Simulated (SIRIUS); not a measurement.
Cr in SIRIUS: convergence with wave cutoff

The system is Cr.

```
CELL_PARAMETERS angstrom
-1.48445 1.48445 1.48445
1.48445 -1.48445 1.48445
1.48445 1.48445 -1.48445
ATOMIC_POSITIONS crystal
Cr 0.00000 0.00000 0.00000
```

- Program: SIRIUS 7.12.0
- Task: single point
- Functional: PBE
- Potentials or basis: PseudoDojo 0.4 PBE stringent (scalar relativistic)
- Cutoff: 412 eV
- Density cutoff: 1646 eV
- k mesh: 8 × 8 × 8
- Occupations: gaussian, width 0.05 eV
- Spin: collinear spin, ferromagnetic start
- Starting moments: [3.0] μB

These are the settings of the first run; the series varies wave cutoff, with any setting tied to it.

Hardware: 1 thread of Intel(R) Xeon(R) 6975P-C (Granite Rapids), on a shared host.

Task: The values tried are 411.6 eV, 592.7 eV, 806.7 eV, 1053.6 eV, 1333.5 eV, 1646.3 eV, 2177.2 eV, 2782.2 eV, loosest first. From which on does the energy stay within 1 meV/atom of the tightest run that finished?

Result: From 1646.3 eV on.

```
wave cutoff  energy less the tightest run, at zero smearing (meV/atom)  pressure (GPa)  SCF cycles  CPU time (s)  peak memory (GiB)
   411.6 eV                                                   54897.56        -1060.69          12           3.1               0.16
   592.7 eV                                                   21460.55         -580.02          13           5.6               0.17
   806.7 eV                                                    6498.92         -297.01          13             8               0.18
  1053.6 eV                                                    1060.62         -102.55          14           9.4               0.19
  1333.5 eV                                                      63.30          -33.00          15            16                0.2
  1646.3 eV                                                       0.91          -24.81          15            22                0.2
  2177.2 eV                                                       0.22          -24.71          15            36               0.26
  2782.2 eV                                                       0.00          -24.71          15            40               0.33
```

Against the tightest run, the pressure stays within 0.1 GPa from 2177.2 eV on. The tightest run that finished is the yardstick and may itself not be fully converged.

Caveat, for the tightest run too: the k mesh is coarse (spacing up to 0.37 Å⁻¹), so the values aren't converged; the starting moments collapsed, and a magnetic state may lie lower; so large a pressure means that the cell lies far from this level's equilibrium, or that cutoff or potentials fall short.
